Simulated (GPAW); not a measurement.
Crystal: TiO.

```xyz
2
Lattice="3.0310 0.0000 0.0000 -1.5155 2.6249 0.0000 0.0000 0.0000 3.2377" Properties=species:S:1:pos:R:3 pbc="T T T"
Ti    1.5155    0.8750    0.0000
O     0.0000    0.0000    1.6188
```

Base run:

- Program: GPAW 26.7.0
- Functional: PBEsol
- Potentials or basis: PAW data sets generated in the run's folder for this functional
- Cutoff: 800 eV
- Basis: pw
- k mesh: 10 × 10 × 8
- Occupations: fermi-dirac, width 0.05 eV
- Spin: no spin polarisation

Its results: band gap on the k mesh none (metal or under the smearing width); pressure -40.3 GPa.

Task: The run is repeated on the same cell with these changes: k mesh from 10 × 10 × 8 to 8 × 8 × 7. What comes out?

Result: Band gap on the k mesh 0.13 eV, direct; pressure -40.3 GPa.

Caveats: a pressure of tens of GPa on the cell as given is suspect, and the run, the potentials or the cell itself is likely at fault; semilocal functionals often make such compounds metallic where correlation or magnetic order opens a gap, which also shifts bond lengths (some runs); the mesh misses the band edges, which the band path finds closer together (some runs).
